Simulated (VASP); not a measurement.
# Al2O3 (P-6m2) in VASP: settings compared, part 2 of 2

VASP 6.6.1. Earlier steps stand in the parts before.

## 4. Dielectric tensor, PBE

File INCAR:

```
ALGO = Normal
EDIFF = 1E-8
ENCUT = 340
GGA = PE
ISIF = 2
ISMEAR = 0
LASPH = True
LCHARG = False
LEPSILON = True
LREAL = False
LWAVE = False
NELM = 100
PREC = Accurate
SIGMA = 0.01
```

File KPOINTS:

```
k-points
0
Gamma
  12 12 4
```

File POSCAR:

```
Al2O3
1.0
    2.8843249483      0.0000000000      0.0000000000
   -1.4421624742      2.4978986780      0.0000000000
    0.0000000000      0.0000000000      9.3367544600
Al O
2 3
Direct
    0.0000000000      0.0000000000      0.8500076700
    0.0000000000      0.0000000000      0.1499923300
    0.3333333333      0.6666666667      0.7776830800
    0.6666666667      0.3333333333      0.0000000000
    0.3333333333      0.6666666667      0.2223169200
```

Potentials or basis: VASP PAW PBE potentials, release 64 (Al, O).

Launch:

```console
cat potpaw_PBE.64/Al/POTCAR potpaw_PBE.64/O/POTCAR > POTCAR
mpirun -np 1 vasp_std > vasp.out
```

OUTCAR:

```text
EDIFF = 1E-8
   ENCUT = 340
   GGA = PE
   ISIF = 2
   ISMEAR = 0
   LASPH = True
   LEPSILON = True
   LREAL = False
   NELM = 100
   PREC = Accurate

 Found     57 irreducible k-points:

 Following reciprocal coordinates:
            Coordinates               Weight
  0.000000  0.000000  0.000000      1.000000
  0.083333  0.000000  0.000000      6.000000
  0.166667  0.000000  0.000000      6.000000
  0.250000  0.000000  0.000000      6.000000
  0.333333 -0.000000  0.000000      6.000000
  0.416667  0.000000  0.000000      6.000000
   k-points           NKPTS =     57   k-points in BZ     NKDIM =     57   number of bands    NBANDS=     16
   number of dos      NEDOS =    301   number of ions     NIONS =      5
   total plane-waves  NPLWV =  18144
   dimension x,y,z NGX =    18 NGY =   18 NGZ =   56
   dimension x,y,z NGXF=    36 NGYF=   36 NGZF=  112
   ions per type =               2   3
   NGX,Y,Z   is equivalent  to a cutoff of  10.37, 10.37,  9.97 a.u.
   NGXF,Y,Z  is equivalent  to a cutoff of  20.75, 20.75, 19.94 a.u.
 SYSTEM =  unknown system
   PREC   = accura    normal or accurate (medium, high low for compatibility)
   ISTART =      0    job   : 0-new  1-cont  2-samecut
   ICHARG =      2    charge: 1-file 2-atom 10-const
   ISPIN  =      1    spin polarized calculation?
   LNONCOLLINEAR =      F non collinear calculations
   LSORBIT =      F    spin-orbit coupling
   LASPH  =      T    aspherical Exc in radial PAW
   ENCUT  =  340.0 eV  24.99 Ry    5.00 a.u.   4.34  4.34 14.04*2*pi/ulx,y,z
   NELM   =    100;   NELMIN=  2; NELMDL= -5     # of ELM steps
   EDIFF  = 0.1E-07   stopping-criterion for ELM
   LREAL  =      F    real-space projection
   EDIFFG = 0.1E-06   stopping-criterion for IOM
   NSW    =      0    number of steps for IOM
   IBRION =     -1    ionic relax: 0-MD 1-quasi-New 2-CG
   NFREE  =      0    steps in history (QN), initial steepest desc. (CG)
   ISIF   =      2    stress and relaxation
   ISYM   =      2    0-nonsym 1-usesym 2-fastsym
   POTIM  = 0.5000    time-step for ionic-motion
   TEBEG  =    0.0;   TEEND  =   0.0 temperature during run
   PSTRESS=    0.0 pullay stress
   NELECT =      24.0000    total number of electrons
   NUPDOWN=      -1.0000    fix difference up-down
   EMIN   =  10.00;   EMAX   =-10.00  energy-range for DOS
   EFERMI =   0.00;   METHOD = LEGACY
   ISMEAR =     0;   SIGMA  =   0.01  broadening in eV -4-tet -1-fermi 0-gaus
   EFERMI_NEDOS =   21; number of points for ismear=-14 and -15
   IALGO  =     38    algorithm
   IMIX   =      4    mixing-type and parameters
     AMIX     =   0.40;   BMIX     =  1.00
     AMIX_MAG =   1.60;   BMIX_MAG =  1.00
  volume/ion in A,a.u.               =      13.45        90.79
  Fermi-wavevector in a.u.,A,eV,Ry     =   1.161111  2.194181 18.343074  1.348178
  Thomas-Fermi vector in A             =   2.297686
   LORBIT       =      0    0 simple, 1 ext, 2 COOP (PROOUT), +10 PAW based schemes
   GGA     = PE    functional components
   LHFCALC =     F    Hartree Fock is set to
   AEXX    =    0.0000 exact exchange contribution
   IVDW    =     0    specifies the selected vdW correction
   LEPSILON=     T    determine dielectric tensor
   LRPA    =     F    only Hartree local field effects (RPA)
 non-spin polarized calculation
 Gauss-broadening in eV      SIGMA  =   0.01
  energy-cutoff  :      340.00
[... 137 lines left out ...]
  in kB     -157.1028553   -157.1028553   -169.7649477      0.0000000      0.0000000      0.0000000
  external PRESSURE =    -161.3235528 kB  Pullay stress =       0.0000000 kB

 VOLUME and BASIS-vectors are now :
 -----------------------------------------------------------------------------
  energy-cutoff  :      340.00
  volume of cell :       67.27
      direct lattice vectors                 reciprocal lattice vectors
     2.884324948  0.000000000  0.000000000     0.346701574  0.200168247  0.000000000
    -1.442162474  2.497898678  0.000000000     0.000000000  0.400336494  0.000000000
     0.000000000  0.000000000  9.336754460     0.000000000  0.000000000  0.107103598

 POSITION                                       TOTAL-FORCE (eV/Angst)
 -----------------------------------------------------------------------------------
      0.00000      0.00000      7.93631         0.000000     -0.000000     -0.022077
      0.00000      0.00000      1.40044         0.000000      0.000000      0.022077
     -0.00000      1.66527      7.26104         0.000000      0.000000      0.033803
      1.44216      0.83263      0.00000        -0.000000      0.000000      0.000000
     -0.00000      1.66527      2.07572         0.000000     -0.000000     -0.033803
 -----------------------------------------------------------------------------------
    total drift:                                0.000001     -0.000000      0.000000

  FREE ENERGIE OF THE ION-ELECTRON SYSTEM (eV)
  ---------------------------------------------------
  free  energy   TOTEN  =       -36.5751322781 eV

  energy  without entropy=      -36.5751322781  energy(sigma->0) =      -36.57513228

 HEAD OF MICROSCOPIC STATIC DIELECTRIC TENSOR (INDEPENDENT PARTICLE, excluding Hartree and local field effects)
 ------------------------------------------------------
           2.734823    -0.000000     0.000000
          -0.000000     2.734823     0.000000
           0.000000     0.000000     2.577527
 ------------------------------------------------------

 Free energy of the ion-electron system (eV)
  ---------------------------------------------------
  ---------------------------------------------------
  free energy    TOTEN  =        -0.34082684 eV

  energy without entropy =       -0.34082684

------------------------ aborting loop because EDIFF is reached ----------------------------------------

--------------------------------------- Ionic step        2  -------------------------------------------

------------------------ aborting loop because EDIFF is reached ----------------------------------------

--------------------------------------- Ionic step        3  -------------------------------------------

 Free energy of the ion-electron system (eV)
  ---------------------------------------------------
  ---------------------------------------------------
  free energy    TOTEN  =        -0.18879601 eV

  energy without entropy =       -0.18879601

------------------------ aborting loop because EDIFF is reached ----------------------------------------

 PIEZOELECTRIC TENSOR FIELD DIRECTION 3  (e Angst)
 -----------------------------------------------------------------------------
    -0.00007 -0.00000  0.00000           ( -0.00000  0.00000  0.00000)
    -0.00000 -0.00007  0.00000           (  0.00000 -0.00000  0.00000)
     0.00000  0.00000  0.00019           (  0.00000  0.00000 -0.00000)

 PIEZOELECTRIC TENSOR FIELD DIRECTION 3  (C/m^2)
 -----------------------------------------------------------------------------
    -0.00002 -0.00000  0.00000
    -0.00000 -0.00002  0.00000
     0.00000  0.00000  0.00005

 MACROSCOPIC STATIC DIELECTRIC TENSOR (including local field effects in DFT)
 ------------------------------------------------------
           2.673817    -0.000000    -0.000000
          -0.000000     2.673817     0.000000
          -0.000000    -0.000000     1.937347
 ------------------------------------------------------

 PIEZOELECTRIC TENSOR (including local field effects)  for field in x, y, z        (e  Angst)
          XX          YY          ZZ          XY          YZ          ZX
  --------------------------------------------------------------------------------
  x     0.00000    -0.00000    -0.00000    -0.05754     0.00000     0.00000
  y    -0.05754     0.05754     0.00000    -0.00000     0.00000     0.00000
  z     0.00000     0.00000     0.00000     0.00000     0.00000    -0.00000

 PIEZOELECTRIC TENSOR (including local field effects)  for field in x, y, z        (C/m^2)
          XX          YY          ZZ          XY          YZ          ZX
  --------------------------------------------------------------------------------
  x     0.00000    -0.00000    -0.00000    -0.01370     0.00000     0.00000
  y    -0.01370     0.01370     0.00000    -0.00000     0.00000     0.00000
  z     0.00000     0.00000     0.00000     0.00000     0.00000    -0.00000

 BORN EFFECTIVE CHARGES (including local field effects) (in |e|, cummulative output)
 ---------------------------------------------------------------------------------
 ion    1
    1     3.00854    -0.00000     0.00000
    2    -0.00000     3.00854     0.00000
    3     0.00000    -0.00000     1.51362
 ion    2
    1     3.00854    -0.00000    -0.00000
    2    -0.00000     3.00854    -0.00000
    3     0.00000     0.00000     1.51362
 ion    3
    1    -1.89525     0.00000    -0.00000
    2     0.00000    -1.89525    -0.00000
    3     0.00000     0.00000    -0.91276
 ion    4
    1    -2.22657     0.00000     0.00000
    2     0.00000    -2.22657    -0.00000
    3     0.00000     0.00000    -1.20173
 ion    5
    1    -1.89525     0.00000     0.00000
    2     0.00000    -1.89525     0.00000
    3     0.00000    -0.00000    -0.91276
```

stdout:

```text
POSCAR found type information on POSCAR AlO
 POSCAR found :  2 types and       5 ions
 scaLAPACK will be used
 LDA part: xc-table for (Slater+PW92), standard interpolation
 POSCAR, INCAR and KPOINTS ok, starting setup
 FFT: planning ... GRIDC
 FFT: planning ... GRID_SOFT
 FFT: planning ... GRID
 WAVECAR not read
 entering main loop
 Linear response reoptimize wavefunctions to high precision
 Linear response G [H, r] |phi>, progress :
  Direction:   1
 Linear response G [H, r] |phi>, progress :
  Direction:   2
 Linear response G [H, r] |phi>, progress :
  Direction:   3
 Linear response to external field (no local field effect), progress :
  Direction:   1
 dielectric tensor                  component  1 :     2.534    -0.464    -0.003
 Linear response to external field (no local field effect), progress :
  Direction:   2
 dielectric tensor                  component  2 :    -0.464     2.936    -0.003
 Linear response to external field (no local field effect), progress :
  Direction:   3
 dielectric tensor                  component  3 :    -0.003    -0.003     2.578
 Linear response to external field, progress :
  Direction:   1
 dielectric tensor                  component  1 :     2.674     0.000     0.001
 Linear response to external field, progress :
  Direction:   2
 dielectric tensor                  component  2 :    -0.147     2.674    -0.003
 Linear response to external field, progress :
  Direction:   3
 dielectric tensor                  component  3 :    -0.001    -0.004     1.937
 Born effective charges drift removed
```

Run time: 5.6 min. Hardware: 1 thread of AMD EPYC 7R13 (Zen 3), shared host; peak memory 0.33 GiB.

The run converged, but a check on its numbers failed (symmetry, net force, bounds or a known fault of this set-up), so they aren't taken as properties of the crystal.

Caveat: the cutoff lies under the usual one of these potentials, so the numbers hold a large basis-set error.

## 5. Dielectric tensor, PBE

Edit INCAR of step 4 so:

```diff
@@ -2,3 +2,3 @@
 EDIFF = 1E-8
-ENCUT = 340
+ENCUT = 520
 GGA = PE
```

KPOINTS is that of step 4.

POSCAR is that of step 4.

Potentials or basis: VASP PAW PBE potentials, release 64 (Al, O).

Launch:

```console
cat potpaw_PBE.64/Al/POTCAR potpaw_PBE.64/O/POTCAR > POTCAR
mpirun -np 1 vasp_std > vasp.out
```

OUTCAR:

```text
EDIFF = 1E-8
   ENCUT = 520
   GGA = PE
   ISIF = 2
   ISMEAR = 0
   LASPH = True
   LEPSILON = True
   LREAL = False
   NELM = 100
   PREC = Accurate

 Found     57 irreducible k-points:

 Following reciprocal coordinates:
            Coordinates               Weight
  0.000000  0.000000  0.000000      1.000000
  0.083333  0.000000  0.000000      6.000000
  0.166667  0.000000  0.000000      6.000000
  0.250000  0.000000  0.000000      6.000000
  0.333333 -0.000000  0.000000      6.000000
  0.416667  0.000000  0.000000      6.000000
   k-points           NKPTS =     57   k-points in BZ     NKDIM =     57   number of bands    NBANDS=     16
   number of dos      NEDOS =    301   number of ions     NIONS =      5
   total plane-waves  NPLWV =  40320
   dimension x,y,z NGX =    24 NGY =   24 NGZ =   70
   dimension x,y,z NGXF=    48 NGYF=   48 NGZF=  140
   ions per type =               2   3
   NGX,Y,Z   is equivalent  to a cutoff of  13.83, 13.83, 12.46 a.u.
   NGXF,Y,Z  is equivalent  to a cutoff of  27.67, 27.67, 24.93 a.u.
 SYSTEM =  unknown system
   PREC   = accura    normal or accurate (medium, high low for compatibility)
   ISTART =      0    job   : 0-new  1-cont  2-samecut
[... 238 lines left out ...]

 PIEZOELECTRIC TENSOR FIELD DIRECTION 3  (e Angst)
 -----------------------------------------------------------------------------
    -0.00013 -0.00000  0.00000           ( -0.00000  0.00000 -0.00000)
    -0.00000 -0.00013 -0.00000           (  0.00000 -0.00000 -0.00000)
    -0.00000 -0.00000  0.00049           ( -0.00000 -0.00000 -0.00000)

 PIEZOELECTRIC TENSOR FIELD DIRECTION 3  (C/m^2)
 -----------------------------------------------------------------------------
    -0.00003 -0.00000  0.00000
    -0.00000 -0.00003 -0.00000
    -0.00000 -0.00000  0.00012

 MACROSCOPIC STATIC DIELECTRIC TENSOR (including local field effects in DFT)
 ------------------------------------------------------
           2.692066    -0.000000    -0.000000
          -0.000000     2.692066     0.000000
           0.000000     0.000000     1.943356
 ------------------------------------------------------

 PIEZOELECTRIC TENSOR (including local field effects)  for field in x, y, z        (e  Angst)
          XX          YY          ZZ          XY          YZ          ZX
  --------------------------------------------------------------------------------
  x     0.00000    -0.00000     0.00000    -0.07911     0.00000     0.00000
  y    -0.07911     0.07911    -0.00000    -0.00000     0.00000     0.00000
  z     0.00000     0.00000     0.00000    -0.00000    -0.00000    -0.00000

 PIEZOELECTRIC TENSOR (including local field effects)  for field in x, y, z        (C/m^2)
          XX          YY          ZZ          XY          YZ          ZX
  --------------------------------------------------------------------------------
  x     0.00000    -0.00000     0.00000    -0.01884     0.00000     0.00000
  y    -0.01884     0.01884    -0.00000    -0.00000     0.00000     0.00000
  z     0.00000     0.00000     0.00000    -0.00000    -0.00000    -0.00000

 BORN EFFECTIVE CHARGES (including local field effects) (in |e|, cummulative output)
 ---------------------------------------------------------------------------------
 ion    1
    1     3.02673    -0.00000     0.00000
    2    -0.00000     3.02673     0.00000
    3    -0.00000    -0.00000     1.52738
 ion    2
    1     3.02673    -0.00000     0.00000
    2    -0.00000     3.02673     0.00000
    3     0.00000     0.00000     1.52738
 ion    3
    1    -1.90513     0.00000    -0.00000
    2     0.00000    -1.90513     0.00000
    3    -0.00000     0.00000    -0.92169
 ion    4
    1    -2.24320     0.00000     0.00000
    2     0.00000    -2.24320     0.00000
    3    -0.00000    -0.00000    -1.21139
 ion    5
    1    -1.90513     0.00000     0.00000
    2     0.00000    -1.90513     0.00000
    3     0.00000     0.00000    -0.92169
```

It took 15 min on 1 thread of AMD EPYC 7R13 (Zen 3), shared host; peak memory 0.58 GiB.

These settings aren't checked as converged: the numbers below hold their error.

What came out:

```
Band gap on the k mesh                  : 4.77 eV, indirect (least direct gap 5.01 eV)
Electronic dielectric tensor (diagonal) : 2.69, 2.69, 1.94
Born charges (mean of the diagonal)     : Al +2.53; O -1.58, -1.90 e
```

## 6. Band structure, HSE06

POSCAR is that of step 5.

File INCAR.step1:

```
SYSTEM = Al2O3
ALGO = Normal ; EDIFF = 1E-5
ENCUT = 520 ; GGA = PE
ISIF = 2 ; ISMEAR = 0
KPAR = 4 ; LASPH = .True.
LCHARG = .False. ; LREAL = .False.
LWAVE = .True. ; NELM = 80
PREC = Accurate ; SIGMA = 0.02
```

File INCAR.step2:

```
SYSTEM = Al2O3
ALGO = Normal ; EDIFF = 1E-6
ENCUT = 520 ; GGA = PE
HFSCREEN = 0.2 ; ISIF = 2
ISMEAR = 0 ; ISTART = 1
KPAR = 4 ; LASPH = .True.
LCHARG = .False. ; LHFCALC = .True.
LREAL = .False. ; LWAVE = .False.
NELM = 80 ; PREC = Accurate
PRECFOCK = Fast ; SIGMA = 0.02
```

File KPOINTS:

```
k-points
0
Gamma
  6 6 2
  0 0 0
```

File KPOINTS_OPT:

```
path GMKGALHA,LM,KH
8
line-mode
reciprocal
 0.0000000000  0.0000000000  0.0000000000  G
 0.5000000000  0.0000000000  0.0000000000  M

 0.5000000000  0.0000000000  0.0000000000  M
 0.3333333333  0.3333333333  0.0000000000  K

 0.3333333333  0.3333333333  0.0000000000  K
 0.0000000000  0.0000000000  0.0000000000  G

 0.0000000000  0.0000000000  0.0000000000  G
 0.0000000000  0.0000000000  0.5000000000  A

 0.0000000000  0.0000000000  0.5000000000  A
 0.5000000000  0.0000000000  0.5000000000  L

 0.5000000000  0.0000000000  0.5000000000  L
 0.3333333333  0.3333333333  0.5000000000  H

 0.3333333333  0.3333333333  0.5000000000  H
 0.0000000000  0.0000000000  0.5000000000  A

 0.5000000000  0.0000000000  0.5000000000  L
 0.5000000000  0.0000000000  0.0000000000  M

 0.3333333333  0.3333333333  0.0000000000  K
 0.3333333333  0.3333333333  0.5000000000  H
```

Potentials or basis: VASP PAW PBE potentials, release 64 (Al, O).

Launch:

```console
cat potpaw_PBE.64/Al/POTCAR potpaw_PBE.64/O/POTCAR > POTCAR
cp INCAR.step1 INCAR
mpirun -np 4 vasp_std > vasp.out
cp INCAR.step2 INCAR
mpirun -np 4 vasp_std > vasp.out
```

Run time: 18 min. Hardware: 4 MPI ranks of Intel Xeon Platinum 8488C (Sapphire Rapids), shared host; peak memory 0.32 GiB.

Results (log left out):

* Free energy: -44.0211 eV
* Pressure: -4.9 GPa
* Largest force: 0.455 eV/Å
* Band gap on the k mesh: 6.52 eV, indirect (least direct gap 6.75 eV)
* Band gap along the path: 6.51 eV, indirect (least direct gap 6.75 eV)

Forces on the atoms (eV/Å):
```
Al   0.000  0.000 -0.148
Al   0.000  0.000  0.148
O    0.000  0.000  0.455
O    0.000  0.000  0.000
O    0.000  0.000 -0.455
```

Stress tensor (GPa, compression positive):
```
-5.57  0.00  0.00
 0.00 -5.57  0.00
 0.00  0.00 -3.67
```

Levels at the corners of the path, in eV from the valence-band top:
| point | band 8 | band 9 | band 10 | band 11 | band 12 | band 13 | band 14 | band 15 | band 16 |
| --- | --- | --- | --- | --- | --- | --- | --- | --- | --- |
| Γ | -1.31 | -1.31 | -0.49 | -0.49 | -0.23 | 6.51 | 9.10 | 9.71 | 10.88 |
| M | -2.37 | -2.09 | -1.00 | -0.90 | -0.67 | 9.68 | 10.80 | 10.96 | 13.01 |
| M | -2.37 | -2.09 | -1.00 | -0.90 | -0.67 | 9.68 | 10.80 | 10.96 | 13.01 |
| K | -4.03 | -2.97 | -1.34 | -1.26 | -0.08 | 11.51 | 11.74 | 12.79 | 14.31 |
| K | -4.03 | -2.97 | -1.34 | -1.26 | -0.08 | 11.51 | 11.74 | 12.79 | 14.31 |
| Γ | -1.31 | -1.31 | -0.49 | -0.49 | -0.23 | 6.51 | 9.10 | 9.71 | 10.88 |
| Γ | -1.31 | -1.31 | -0.49 | -0.49 | -0.23 | 6.51 | 9.10 | 9.71 | 10.88 |
| A | -1.31 | -1.31 | -0.49 | -0.49 | -0.27 | 6.68 | 8.63 | 9.82 | 11.28 |
| A | -1.31 | -1.31 | -0.49 | -0.49 | -0.27 | 6.68 | 8.63 | 9.82 | 11.28 |
| L | -2.37 | -2.09 | -1.00 | -0.91 | -0.66 | 9.69 | 10.74 | 11.04 | 12.65 |
| L | -2.37 | -2.09 | -1.00 | -0.91 | -0.66 | 9.69 | 10.74 | 11.04 | 12.65 |
| H | -4.02 | -2.97 | -1.34 | -1.27 | -0.07 | 11.48 | 11.75 | 12.79 | 14.42 |
| H | -4.02 | -2.97 | -1.34 | -1.27 | -0.07 | 11.48 | 11.75 | 12.79 | 14.42 |
| A | -1.31 | -1.31 | -0.49 | -0.49 | -0.27 | 6.68 | 8.63 | 9.82 | 11.28 |
| L | -2.37 | -2.09 | -1.00 | -0.91 | -0.66 | 9.69 | 10.74 | 11.04 | 12.65 |
| M | -2.37 | -2.09 | -1.00 | -0.90 | -0.67 | 9.68 | 10.80 | 10.96 | 13.01 |
| K | -4.03 | -2.97 | -1.34 | -1.26 | -0.08 | 11.51 | 11.74 | 12.79 | 14.31 |
| H | -4.02 | -2.97 | -1.34 | -1.27 | -0.07 | 11.48 | 11.75 | 12.79 | 14.47 |

Caveat: the PAW data sets were made with another functional, which shifts forces and pressure a little.
